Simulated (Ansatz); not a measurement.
Input and command of a plane-wave DFT calculation in Ansatz:

```yaml
crystal:
  lattice:
    - [4.7662991671, 0.0, 0.0]
    - [0.0, 4.7662991671, 0.0]
    - [0.0, 0.0, 3.5647931767]
  atoms:
    - { symbol: Ca, position: [0.0, 0.5, 0.0] }
    - { symbol: Ca, position: [0.5, 0.0, 0.0] }
    - { symbol: S, position: [0.0, 0.0, 0.5] }
basis:
  ecutwfc: 420
kpoints:
  mp_grid: { grid: [10, 10, 14] }
hamiltonian:
  xc: pbe
scf:
  occupations: { method: gaussian, width: 0.1 }
output:
  forces: true
  stress: true
  eigenvalues: true
relax:
  adjacent_minimum: "off"
  f_tol: 0.01
  max_steps: 80
  cell: { stress_tol: 0.05 }
```

```bash
ansatz run input.yaml --threads 1 --pin off --max-ram 2560MiB --backend cpu --events-out ev --progress --plain --runs-dir out
```

Processor: Arm Neoverse V1, 1 thread, on a host shared with other jobs.

**Question.** How long does it run, and how much memory does it take?

**Answer.** About 42 s on 1 thread of Arm Neoverse V1, with other jobs on the host, peak memory 0.47 GiB. It solves 17 bands at 168 k points (the mesh reduced by the symmetry that the task leaves, which can be less than the crystal's) with about 1563 plane waves (on the last cell), in 16 SCF iterations over 3 ionic steps.
